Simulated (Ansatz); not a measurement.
**NiO under changes of volume**

One of the cells (9.257 Å³/atom); the others are scaled copies at fixed shape and fractional positions:

```xyz
2
Lattice="0.0000 2.0997 2.0997 2.0997 0.0000 2.0997 2.0997 2.0997 0.0000" Properties=species:S:1:pos:R:3 pbc="T T T"
Ni    0.0000    0.0000    0.0000
O     2.0997    2.0997    2.0997
```

```yaml
Program: Ansatz 0.2.0
Functional: HF
Potentials_or_basis: Ansatz PAW
Cutoff: "420 eV (not typed: the program's choice for these potentials)"
k_mesh: 6 × 6 × 6
Occupations: fermi-dirac, width 0.05 eV
Spin: collinear spin, ferromagnetic start
Starting_moments: "[1.0, 0.0] μB"
```

| volume (Å³/atom) | energy over the lowest point (meV/atom) | pressure (GPa) | gap on the mesh (eV) |
| --- | --- | --- | --- |
| 8.894 | 43.67 | 19.5 | 13.81 |
| 9.076 | ? | ? | ? |
| 9.257 | 10.84 | 9.2 | 13.43 |
| 9.439 | 3.68 | 4.7 | 13.26 |
| 9.620 | 0.00 | 0.8 | 13.08 |

**Question.** What does the run at 9.076 Å³/atom give?

**Answer.** Energy over the lowest point 24.23 meV/atom; pressure 14.1 GPa; gap on the mesh 13.62 eV.

Worked out: A Birch-Murnaghan fit of order 2 (a polynomial in V^(-2/3)) to the other rows has its minimum at 9.65 Å³/atom, just outside them, with B0 = V·E''(V) = 204 GPa. It gives 24.41 meV/atom at 9.076 Å³/atom, against the run's 24.23, and -dE/dV = 14.2 GPa, against 14.1. A straight line through the other rows of the gap, of slope -9.28 eV per unit of ln V, gives 13.62 eV, against the run's 13.62.

Energies are extrapolated to zero smearing.

Caveats: all runs use coarse meshes; the magnetic or orbital state may not be the lowest; a cell with one magnetic atom can't hold antiferromagnetic order, which such compounds often take; the PAW data sets come from PBE, with cores solved anew for the run's functional, which leaves a small shift of forces and pressure; the thresholds are loose for stress.

A mesh can miss the band edges.
